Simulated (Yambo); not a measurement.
Input of a Yambo 5.3.0 run:

The input optics0.in:

```
optics
chi
Chimod= "IP"
% BndsRnXd
 1 | 24 |
%
% LongDrXd
 0 | 1 | 0 |
%
% QpntsRXd
 1 | 1 |
%
% EnRngeXd
 0 | 20 | eV
%
% DmRngeXd
 0.1 | 0.1 | eV
%
ETStpsXd= 200
```

File scf.in:

```
&CONTROL
  calculation = 'scf'
  prefix = 'pwscf'
  outdir = './tmp'
  pseudo_dir = './pseudo'
/
&SYSTEM
  ibrav = 0
  nat = 2
  ntyp = 2
  ecutwfc = 80
  nbnd = 15
  occupations = 'smearing'
  smearing = 'fd'
  degauss = 0.00367493
  force_symmorphic = .true.
/
&ELECTRONS
  conv_thr = 4d-10
  electron_maxstep = 120
  mixing_beta = 0.5
/
ATOMIC_SPECIES
Ga    69.7230 Ga.upf
P     30.9738 P.upf
CELL_PARAMETERS angstrom
   0.0000000000    2.7252500000    2.7252500000
   2.7252500000    0.0000000000    2.7252500000
   2.7252500000    2.7252500000    0.0000000000
ATOMIC_POSITIONS angstrom
Ga     0.0000000000    0.0000000000    0.0000000000
P      4.0878750000    4.0878750000    4.0878750000
K_POINTS automatic
14 14 14 0 0 0
```

nscf.in

```
&CONTROL
  calculation = 'nscf'
  prefix = 'pwscf'
  outdir = './tmp'
  pseudo_dir = './pseudo'
/
&SYSTEM
  ibrav = 0
  nat = 2
  ntyp = 2
  ecutwfc = 80
  nbnd = 34
  occupations = 'fixed'
  force_symmorphic = .true.
/
&ELECTRONS
  conv_thr = 1d-08
  diago_full_acc = .true.
  diago_thr_init = 1d-06
/
ATOMIC_SPECIES
Ga    69.7230 Ga.upf
P     30.9738 P.upf
CELL_PARAMETERS angstrom
   0.0000000000    2.7252500000    2.7252500000
   2.7252500000    0.0000000000    2.7252500000
   2.7252500000    2.7252500000    0.0000000000
ATOMIC_POSITIONS angstrom
Ga     0.0000000000    0.0000000000    0.0000000000
P      4.0878750000    4.0878750000    4.0878750000
K_POINTS automatic
14 14 14 0 0 0
```

Potentials or basis: PseudoDojo 0.4.1 SR PBEsol standard.

Command:

```console
$ OMP_NUM_THREADS=1 pw.x -in scf.in > scf.out
$ OMP_NUM_THREADS=1 pw.x -in nscf.in > nscf.out
$ cd tmp/pwscf.save; p2y; mv SAVE ../..; cd ../..
$ OMP_NUM_THREADS=1 yambo
$ OMP_NUM_THREADS=1 yambo -F optics0.in -J optics0 -C optics0_out
```

(1) Predict the absorption peak.

(2) Predict the electronic dielectric constant along the field.

(3) What does it give for the band gap on the k mesh, mean-field level?

## Answers

(1) 4.32 eV.

(2) 11.30.

(3) 1.47 eV, indirect (least direct gap 1.74 eV).

Caveat: independent-particle spectra lack excitons.

**The experiment to reproduce.**

From “Stacking defects in GaP nanowires: Electronic structure and optical properties”, 2018, arxiv:1810.01194, for a bulk crystal of GaP at 10 K: band gap 2.34 eV (indirect).

A measured gap of GaP is 2.34 eV (indirect; 10 K; quoted in “Stacking defects in GaP nanowires: Electronic structure and optical properties”, 2018, arxiv:1810.01194); the calculated 1.47 eV misses it by -0.87 eV. Spin-orbit coupling on Ga is left out. The value is that of PBEsol on a finite k mesh, which can miss the band edges, without temperature or zero-point motion. Semilocal functionals fall short of measured gaps as a rule.
